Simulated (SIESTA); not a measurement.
**AlN under changes of volume**

One of the cells (8.421 Å³/atom); the others are scaled copies at fixed shape and fractional positions:

```xyz
2
Lattice="0.0000 2.0345 2.0345 2.0345 0.0000 2.0345 2.0345 2.0345 0.0000" Properties=species:S:1:pos:R:3 pbc="T T T"
Al    2.0345    2.0345    2.0345
N     0.0000    0.0000    0.0000
```

Measurements of this composition are mostly on another form, of space group No. 186.

```yaml
Program: SIESTA 5.4.2
Functional: PBEsol
Potentials_or_basis: PseudoDojo 0.4 standard (PBEsol files)
Basis: DZP (energy shift 0.003 Ry)
Grid_cutoff: 800 Ry
Energy_shift: 0.003 Ry
k_mesh: 11 × 11 × 11
Occupations: fermi-dirac, width 0.05 eV
Spin: no spin polarisation
```

| volume (Å³/atom) | energy over the lowest point (meV/atom) | pressure (GPa) | gap on the mesh (eV) |
| --- | --- | --- | --- |
| 7.916 | 20.80 | 15.7 | 4.99 |
| 8.085 | 7.63 | 9.4 | 4.80 |
| 8.253 | 0.92 | 3.6 | 4.60 |
| 8.421 | 0.00 | -1.7 | 4.42 |
| 8.590 | 4.42 | -6.6 | 4.24 |
| 8.758 | 13.71 | -11.0 | 4.07 |
| 8.927 | ? | ? | ? |

Question: What does the run at 8.927 Å³/atom give?

Answer: Energy over the lowest point 27.45 meV/atom; pressure -15.0 GPa; gap on the mesh 3.91 eV.

Worked out: A Birch-Murnaghan fit of order 3 (a polynomial in V^(-2/3)) to the other rows has its minimum at 8.36 Å³/atom with B0 = V·E''(V) = 260 GPa and B' = 3.4. It gives 27.53 meV/atom at 8.927 Å³/atom, against the run's 27.45, and -dE/dV = -15.1 GPa, against -15.0. A straight line through the other rows of the gap, of slope -9.13 eV per unit of ln V, extrapolates to 3.89 eV, against the run's 3.91.

Energies are extrapolated to zero smearing.

Caveats: an odd mesh through Γ misses points on the zone boundary, where band edges often lie; the basis of atomic orbitals isn't converged, which shifts pressures, moduli and gaps.
